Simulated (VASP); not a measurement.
**VASP 6.6.1 run: BeS**

INCAR

```
ENCUT = 520
NBANDS = 11
LREAL = .FALSE.
NELM = 120
PREC = Single
ISMEAR = -1
SIGMA = 0.02
LASPH = .TRUE.
EDIFF = 1E-7
ISIF = 2
GGA = PE
LWAVE = .FALSE.
NSW = 0
IBRION = -1
LCHARG = .FALSE.
```

KPOINTS

```
KPOINTS created by Atomic Simulation Environment
0
Gamma
10 10 10
0 0 0
```

POSCAR

```
Be S
 1.0000000000000000
     0.0000000000000000    2.4676566368000001    2.4343066359000001
     2.4343066359000001    0.0000000000000000    2.4343066359000001
     2.4343066359000001    2.4676566368000001    0.0000000000000000
 Be  S
   1   1
Cartesian
  0.0000000000000000  0.0000000000000000  0.0000000000000000
  1.2171533179499998  1.2338283183999998  1.2171533179499998
```

The recommended PBE PAW datasets give the neutral cell 8 valence electrons.

Command

```
mpirun -np 1 vasp_std
```

OSZICAR

```
N       E                     dE             d eps       ncg     rms          rms(c)
DAV:   1     0.201722344758E+02    0.20172E+02   -0.37501E+03  2252   0.613E+02
DAV:   2    -0.890807902439E+01   -0.29080E+02   -0.27870E+02  2902   0.115E+02
DAV:   3    -0.101666527359E+02   -0.12586E+01   -0.12563E+01  2979   0.240E+01
DAV:   4    -0.101739670536E+02   -0.73143E-02   -0.73131E-02  2718   0.210E+00
DAV:   5    -0.101740280575E+02   -0.61004E-04   -0.61003E-04  2959   0.189E-01    0.547E+00
DAV:   6    -0.100468911258E+02    0.12714E+00   -0.12086E-01  2563   0.163E+00    0.374E+00
DAV:   7    -0.100104072895E+02    0.36484E-01   -0.10894E-01  2725   0.172E+00    0.102E+00
DAV:   8    -0.100116883352E+02   -0.12810E-02   -0.65412E-03  2973   0.407E-01    0.135E-01
DAV:   9    -0.100117791849E+02   -0.90850E-04   -0.49730E-04  2774   0.140E-01    0.270E-02
DAV:  10    -0.100118301434E+02   -0.50959E-04   -0.81145E-05  2678   0.518E-02    0.117E-02
DAV:  11    -0.100118349292E+02   -0.47858E-05   -0.16258E-05  2849   0.209E-02    0.881E-03
DAV:  12    -0.100118352176E+02   -0.28839E-06   -0.43620E-07  2758   0.452E-03    0.223E-03
DAV:  13    -0.100118353615E+02   -0.14387E-06   -0.10714E-07  2649   0.180E-03    0.295E-03
DAV:  14    -0.100118353039E+02    0.57610E-07   -0.11329E-08  1314   0.513E-04
   1 F= -.10011835E+02 E0= -.10011835E+02  d E =-.561168E-11
```

From OUTCAR

```
k-points           NKPTS =    102   k-points in BZ     NKDIM =    102   number of bands    NBANDS=     11

   NELECT =       8.0000    total number of electrons

   dimension x,y,z NGX =    28 NGY =   28 NGZ =   28
   dimension x,y,z NGXF=    28 NGYF=   28 NGZF=   28

  energy-cutoff  :      520.00
  volume of cell :       29.25
      direct lattice vectors                 reciprocal lattice vectors
     0.000000000  2.467656637  2.434306636    -0.205397296  0.202621383  0.205397296
     2.434306636  0.000000000  2.434306636     0.205397296 -0.202621383  0.205397296
     2.434306636  2.467656637  0.000000000     0.205397296  0.202621383 -0.205397296

 k-points in reciprocal lattice and weights: KPOINTS created by Atomic Simulation Env
   0.00000000  0.00000000  0.00000000       0.001
   0.10000000  0.00000000  0.00000000       0.008
   0.20000000  0.00000000  0.00000000       0.008
   0.30000000  0.00000000 -0.00000000       0.008
   0.40000000  0.00000000 -0.00000000       0.008
   0.50000000  0.00000000  0.00000000       0.004
   0.10000000  0.10000000  0.00000000       0.004
   0.20000000  0.10000000  0.00000000       0.016
   ...

 E-fermi :   4.3335

 k-point     1 :       0.0000    0.0000    0.0000
  band No.  band energies     occupation
      1      -9.6078      2.00000
      2       3.8700      2.00000
      3       3.9429      2.00000
      4       3.9429      2.00000
      5       9.5923      0.00000
      6       9.5923      0.00000
      7       9.5925      0.00000
      8       9.6113      0.00000
      9      16.5308      0.00000
     10      16.8304      0.00000
     11      18.5971      0.00000

 k-point     2 :       0.1000    0.0000    0.0000
  band No.  band energies     occupation
      1      -9.4974      2.00000
      2       3.1137      2.00000
      3       3.7634      2.00000
      4       3.8201      2.00000
      5       9.4728      0.00000
      6       9.8255      0.00000
      7       9.8369      0.00000
      8      10.5306      0.00000
      9      16.0533      0.00000
     10      16.3062      0.00000
     11      18.5495      0.00000

 k-point     3 :       0.2000    0.0000    0.0000
  band No.  band energies     occupation
      1      -9.1828      2.00000
      2       1.5182      2.00000
      3       3.4607      2.00000
      4       3.5395      2.00000
      5       9.4220      0.00000
      6      10.2960      0.00000
      7      10.3082      0.00000
      8      12.1772      0.00000
      9      15.6148      0.00000
     10      15.7697      0.00000
     11      18.2319      0.00000

 k-point     4 :       0.3000    0.0000   -0.0000
  band No.  band energies     occupation
      1      -8.7258      2.00000
      2      -0.0671      2.00000
      3       3.1501      2.00000
      4       3.2508      2.00000
      5       9.3635      0.00000
      6      10.5329      0.00000
      7      10.5962      0.00000
      8      13.7379      0.00000
      9      16.1011      0.00000
     10      16.1307      0.00000
     11      17.9831      0.00000

 k-point     5 :       0.4000    0.0000   -0.0000
  band No.  band energies     occupation
      1      -8.2705      2.00000
      2      -1.2528      2.00000
      3       2.9338      2.00000
      4       3.0501      2.00000
      5       9.3137      0.00000
      6      10.4923      0.00000
      7      10.5887      0.00000
      8      14.7256      0.00000
      9      17.4464      0.00000
     10      17.5114      0.00000
     11      18.3223      0.00000

 ...

  Total       -0.0681100     -0.3113439     -0.0681100     -0.0000000      0.0000000      0.0000000
  in kB       -3.7312670    -17.0563302     -3.7312670     -0.0000000      0.0000000      0.0000000
  external PRESSURE =      -8.1729547 kB  Pullay stress =       0.0000000 kB

 POSITION                                       TOTAL-FORCE (eV/Angst)
 -----------------------------------------------------------------------------------
      0.00000      0.00000      0.00000        -0.000000      0.000000     -0.000000
      1.21715      1.23383      1.21715         0.000000     -0.000000      0.000000
 -----------------------------------------------------------------------------------
    total drift:                                0.000001      0.000002      0.000001

  FREE ENERGIE OF THE ION-ELECTRON SYSTEM (eV)
  ---------------------------------------------------
  free  energy   TOTEN  =       -10.0118353039 eV

  energy  without entropy=      -10.0118353039  energy(sigma->0) =      -10.01183530
```

It converged. Results: gap between bands v and c on the k mesh 3.11 eV; least direct gap on the k mesh 5.65 eV; pressure -0.8 GPa. Band v is the last that the valence electrons fill when counted band by band, and c is the next.

For comparison, a separate PBE run of the intended cell, on usual settings and not on those above, gives a gap of 3.11 eV on its mesh and a pressure of -0.8 GPa.

The run above took about 29 s on one core of a shared host (Intel Xeon Platinum 8488C) and held 0.14 GiB at most.
